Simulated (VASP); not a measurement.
# W (Fm-3m) in VASP: notebook

One crystal, W, is run at these levels: LDA; tasks: single point.

All numbers are computed with VASP 6.6.1; they aren't measurements. Logs are shortened: lines on timing, memory, paths and dates and some standing lists are left out, and cuts for length are marked.

## Step 1: Starting point

It takes space group Fm-3m (No. 225, cubic). Conventional cell: a = 3.974 Å, b = 3.974 Å, c = 3.974 Å, α = 90.00°, β = 90.00°, γ = 90.00°. Around W (site symmetry m-3m) lie 12 W at 2.81 Å.

This isn't the form of W at room conditions, which is bcc.

## Step 2: Single point, LDA

File INCAR:

```
PREC = Accurate
ENCUT = 520
EDIFF = 1E-6
ISMEAR = -1
SIGMA = 0.1
LREAL = False
LASPH = True
NELM = 60
ALGO = Normal
ISIF = 2
LWAVE = False
LCHARG = False
NBANDS = 13
```

File KPOINTS:

```
Automatic mesh
0
Gamma
  22 22 22
```

File POSCAR:

```
W
1.0
    0.0000000000      1.9871056548      1.9871056548
    1.9871056548      0.0000000000      1.9871056548
    1.9871056548      1.9871056548      0.0000000000
W
1
Direct
    0.0000000000      0.0000000000      0.0000000000
```

Potentials or basis: VASP PAW LDA potentials, release 64 (W_sv).

Started as:

```console
$ cat potpaw_LDA.64/W_sv/POTCAR > POTCAR
$ mpirun -np 1 vasp_std > vasp.out
```

OUTCAR:

```text
PREC = Accurate
   ENCUT = 520
   EDIFF = 1E-6
   ISMEAR = -1
   LREAL = False
   LASPH = True
   NELM = 60
   ISIF = 2

 ion  position               nearest neighbor table
   1  0.000  0.000  0.000-

  LATTYP: Found a face centered cubic cell.
 ALAT       =     3.9742113096

  Lattice vectors:

 A1 = (   0.0000000000,   1.9871056548,   1.9871056548)
 A2 = (   1.9871056548,   0.0000000000,   1.9871056548)
 A3 = (   1.9871056548,   1.9871056548,   0.0000000000)

Analysis of symmetry for initial positions (statically):
=====================================================================
 Subroutine PRICEL returns:
 Original cell was already a primitive cell.

 Routine SETGRP: Setting up the symmetry group for a
 face centered cubic supercell.

 Subroutine GETGRP returns: Found 48 space group operations
 (whereof 48 operations were pure point group operations)
 out of a pool of 48 trial point group operations.

The static configuration has the point symmetry O_h .

Analysis of symmetry for dynamics (positions and initial velocities):
=====================================================================
 Subroutine PRICEL returns:
 Original cell was already a primitive cell.

 Routine SETGRP: Setting up the symmetry group for a
 face centered cubic supercell.

 Subroutine GETGRP returns: Found 48 space group operations
 (whereof 48 operations were pure point group operations)
 out of a pool of 48 trial point group operations.

The dynamic configuration has the point symmetry O_h .

 Subroutine INISYM returns: Found 48 space group operations
 (whereof 48 operations are pure point group operations),
 and found     1 'primitive' translations

----------------------------------------------------------------------------------------

                                     Primitive cell

  volume of cell :      15.6925

  direct lattice vectors                    reciprocal lattice vectors
     0.000000000  1.987105655  1.987105655    -0.251622252  0.251622252  0.251622252
     1.987105655  0.000000000  1.987105655     0.251622252 -0.251622252  0.251622252
     1.987105655  1.987105655  0.000000000     0.251622252  0.251622252 -0.251622252

  length of vectors
     2.810191767  2.810191767  2.810191767     0.435822525  0.435822525  0.435822525

  position of ions in fractional coordinates (direct lattice)
     0.000000000  0.000000000  0.000000000

  ion indices of the primitive-cell ions
   primitive index   ion index
                 1           1

----------------------------------------------------------------------------------------

 KPOINTS: Automatic mesh

Automatic generation of k-mesh.
 Grid dimensions read from file:
 generate k-points for:   22   22   22

 Generating k-lattice:

  Cartesian coordinates                     Fractional coordinates (reciprocal lattice)
    -0.011437375  0.011437375  0.011437375     0.045454545  0.000000000  0.000000000
     0.011437375 -0.011437375  0.011437375     0.000000000  0.045454545  0.000000000
     0.011437375  0.011437375 -0.011437375     0.000000000  0.000000000  0.045454545

  Length of vectors
     0.019810115  0.019810115  0.019810115

  Shift w.r.t. Gamma in fractional coordinates (k-lattice)
     0.000000000  0.000000000  0.000000000

 Subroutine IBZKPT returns following result:
 ===========================================

 Found    328 irreducible k-points:

 Following reciprocal coordinates:
            Coordinates               Weight
  0.000000  0.000000  0.000000      1.000000
  0.045455  0.000000  0.000000      8.000000
  0.090909  0.000000  0.000000      8.000000
  0.136364  0.000000  0.000000      8.000000
  0.181818  0.000000  0.000000      8.000000
  0.227273  0.000000  0.000000      8.000000
[... 16 lines left out ...]
  0.500000  0.045455  0.000000     24.000000
 -0.454545  0.045455  0.000000     24.000000
 [... further k-points ...]
   k-points           NKPTS =    328   k-points in BZ     NKDIM =    328   number of bands    NBANDS=     13
   number of dos      NEDOS =    301   number of ions     NIONS =      1
   total plane-waves  NPLWV =  13824
   dimension x,y,z NGX =    24 NGY =   24 NGZ =   24
   dimension x,y,z NGXF=    48 NGYF=   48 NGZF=   48
   ions per type =               1
   NGX,Y,Z   is equivalent  to a cutoff of  14.20, 14.20, 14.20 a.u.
   NGXF,Y,Z  is equivalent  to a cutoff of  28.40, 28.40, 28.40 a.u.
 SYSTEM =  unknown system
   PREC   = accura    normal or accurate (medium, high low for compatibility)
   ISTART =      0    job   : 0-new  1-cont  2-samecut
   ICHARG =      2    charge: 1-file 2-atom 10-const
   ISPIN  =      1    spin polarized calculation?
   LNONCOLLINEAR =      F non collinear calculations
   LSORBIT =      F    spin-orbit coupling
   LASPH  =      T    aspherical Exc in radial PAW
   ENCUT  =  520.0 eV  38.22 Ry    6.18 a.u.   5.23  5.23  5.23*2*pi/ulx,y,z
   NELM   =     60;   NELMIN=  2; NELMDL= -5     # of ELM steps
   EDIFF  = 0.1E-05   stopping-criterion for ELM
   LREAL  =      F    real-space projection
   EDIFFG = 0.1E-04   stopping-criterion for IOM
   NSW    =      0    number of steps for IOM
   IBRION =     -1    ionic relax: 0-MD 1-quasi-New 2-CG
   NFREE  =      0    steps in history (QN), initial steepest desc. (CG)
   ISIF   =      2    stress and relaxation
   ISYM   =      2    0-nonsym 1-usesym 2-fastsym
   POTIM  = 0.5000    time-step for ionic-motion
   TEBEG  =    0.0;   TEEND  =   0.0 temperature during run
   PSTRESS=    0.0 pullay stress
   NELECT =      14.0000    total number of electrons
   NUPDOWN=      -1.0000    fix difference up-down
   EMIN   =  10.00;   EMAX   =-10.00  energy-range for DOS
   EFERMI =   0.00;   METHOD = LEGACY
   ISMEAR =    -1;   SIGMA  =   0.10  broadening in eV -4-tet -1-fermi 0-gaus
   EFERMI_NEDOS =   21; number of points for ismear=-14 and -15
   IALGO  =     38    algorithm
   IMIX   =      4    mixing-type and parameters
     AMIX     =   0.40;   BMIX     =  1.00
     AMIX_MAG =   1.60;   BMIX_MAG =  1.00
  volume/ion in A,a.u.               =      15.69       105.90
  Fermi-wavevector in a.u.,A,eV,Ry     =   1.575989  2.978188 33.793358  2.483742
  Thomas-Fermi vector in A             =   2.676890
   LORBIT       =      0    0 simple, 1 ext, 2 COOP (PROOUT), +10 PAW based schemes
   GGA     = CA    functional components
   LHFCALC =     F    Hartree Fock is set to
   AEXX    =    0.0000 exact exchange contribution
   IVDW    =     0    specifies the selected vdW correction
   LEPSILON=     F    determine dielectric tensor
   LRPA    =     F    only Hartree local field effects (RPA)
 non-spin polarized calculation
  energy-cutoff  :      520.00
  volume of cell :       15.69
 maximum number of plane-waves:       444
 NGX is ok and might be reduce to    24
   NGX = 11   NGY = 11   NGZ = 11

 number of electron      13.9999999 magnetization

 Free energy of the ion-electron system (eV)
  ---------------------------------------------------
  ext. energy  EPLUGINS =         0.00000000
  ---------------------------------------------------
  free energy    TOTEN  =       -13.63155913 eV

  energy without entropy =      -13.59424204  energy(sigma->0) =      -13.61290059

 E-fermi :  10.9890     XC(G=0): -13.8744

 val. band max:       10.9879206220   @ k =   0.1818   0.1364   0.0455
 cond. band min:      10.9975341403   @ k =   0.2273   0.1364   0.0455
 fundamental gap:      0.0096135183
 Fermi energy:        10.9889505759

 k-point     1 :       0.0000    0.0000    0.0000
  band No.  band energies     occupation
      1     -62.1553      2.00000
      2     -25.9692      2.00000
      3     -25.9692      2.00000
      4     -25.9692      2.00000
      5       1.8562      2.00000
      6      10.3443      1.99683
      7      10.3443      1.99683
      8      10.3443      1.99683
      9      13.6399      0.00000
     10      13.6399      0.00000
     11      23.9109      0.00000
     12      29.2865      0.00000
     13      29.2865      0.00000

 k-point     2 :       0.0455    0.0000    0.0000
  band No.  band energies     occupation
      1     -62.1526      2.00000
      2     -25.9989      2.00000
      3     -25.9729      2.00000
      4     -25.9729      2.00000
      5       1.9532      2.00000
      6      10.2686      1.99851
      7      10.3903      1.99499
      8      10.3903      1.99499
      9      13.5957      0.00000
     10      13.5957      0.00000
     11      24.1071      0.00000
     12      28.8547      0.00000
     13      29.4686      0.00000

 k-point     3 :       0.0909    0.0000    0.0000
  band No.  band energies     occupation
      1     -62.1448      2.00000
      2     -26.0851      2.00000
      3     -25.9838      2.00000
      4     -25.9838      2.00000
      5       2.2366      2.00000
      6      10.0644      1.99981
      7      10.5166      1.98239
      8      10.5166      1.98239
      9      13.4846      0.00000
     10      13.4846      0.00000
     11      24.6564      0.00000
     12      27.9420      0.00000
     13      30.0020      0.00000
[... 305 lines left out ...]
 k-point    23 :       0.5000    0.0455    0.0000
  band No.  band energies     occupation
      1     -62.0201      2.00000
      2     -27.3133      2.00000
      3     -26.1675      2.00000
      4     -26.1560      2.00000
      5       5.2536      2.00000
      6       9.9594      1.99993
      7      10.1703      1.99944
      8      11.7651      0.00085
      9      16.3212      0.00000
     10      16.4463      0.00000
     11      21.8967      0.00000
     12      23.8043      0.00000
     13      30.1106      0.00000

 k-point    24 :      -0.4545    0.0455    0.0000
  band No.  band energies     occupation
      1     -62.0210      2.00000
      2     -27.3048      2.00000
      3     -26.1714      2.00000
      4     -26.1497      2.00000
      5       5.2536      2.00000
      6       9.9845      1.99991
      7      10.1688      1.99945
      8      11.6893      0.00182
      9      16.1158      0.00000
     10      16.5389      0.00000
     11      21.9528      0.00000
     12      23.9060      0.00000
     13      30.0962      0.00000

 [... further k-points ...]
[... 5 lines left out ...]
  --------------------------------------------------------------------------------------
  -------------------------------------------------------------------------------------
  Total        0.1552976      0.1552976      0.1552976     -0.0000000      0.0000000      0.0000000
  in kB       15.8555957     15.8555957     15.8555957     -0.0000000      0.0000000      0.0000000
  external PRESSURE =      15.8555957 kB  Pullay stress =       0.0000000 kB

 VOLUME and BASIS-vectors are now :
 -----------------------------------------------------------------------------
  energy-cutoff  :      520.00
  volume of cell :       15.69
      direct lattice vectors                 reciprocal lattice vectors
     0.000000000  1.987105655  1.987105655    -0.251622252  0.251622252  0.251622252
     1.987105655  0.000000000  1.987105655     0.251622252 -0.251622252  0.251622252
     1.987105655  1.987105655  0.000000000     0.251622252  0.251622252 -0.251622252

 POSITION                                       TOTAL-FORCE (eV/Angst)
 -----------------------------------------------------------------------------------
      0.00000      0.00000      0.00000         0.000000     -0.000000      0.000000
 -----------------------------------------------------------------------------------
    total drift:                                0.000000      0.000000      0.000000

  FREE ENERGIE OF THE ION-ELECTRON SYSTEM (eV)
  ---------------------------------------------------
  free  energy   TOTEN  =       -13.6315591312 eV

  energy  without entropy=      -13.5942420390  energy(sigma->0) =      -13.61290059
```

Run time: 27 s. Hardware: 1 thread of Intel Xeon Platinum 8488C (Sapphire Rapids), shared host; peak memory 0.18 GiB.

What came out:

| Property | Result |
| --- | --- |
| Free energy | -13.6316 eV |
| Pressure | 1.6 GPa |
| Band gap on the k mesh | none (metal or under the smearing width) |

The run has no spin-orbit coupling, so splittings on W are missing.

(Part 1 of 2 ends here.)
